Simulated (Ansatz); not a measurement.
Crystal: CuI (Marshite).

```xyz
2
Lattice="0.0000 3.0315 3.0315 3.0315 0.0000 3.0315 3.0315 3.0315 0.0000" Properties=species:S:1:pos:R:3 pbc="T T T"
I     0.0000    0.0000    0.0000
Cu    4.5473    4.5473    4.5473
```

Base run:

```yaml
Program: Ansatz 0.2.0
Functional: PBE0
Potentials_or_basis: all-electron PAW datasets made for the crystal
Cutoff: 290 eV (chosen from the basis error)
k_mesh: 6 × 6 × 6
Occupations: fermi-dirac, width 0.05 eV
Spin: no spin polarisation
```

Its results: band gap on the k mesh 3.29 eV, direct; pressure 0.5 GPa.

**Question.** The run is repeated on the same cell with these changes: functional from PBE0 to PBEsol; cutoff from 290 eV (chosen from the basis error) to 220 eV (chosen from the basis error). What comes out?

**Answer.** Band gap on the k mesh 1.01 eV, direct; pressure -2.6 GPa.

PBE0 gives the wider gap, since exact exchange removes part of the self-interaction.

Caveats: spin-orbit coupling is left out, which moves the levels of the heavy elements.

The runs don't all hold the same shells in valence.
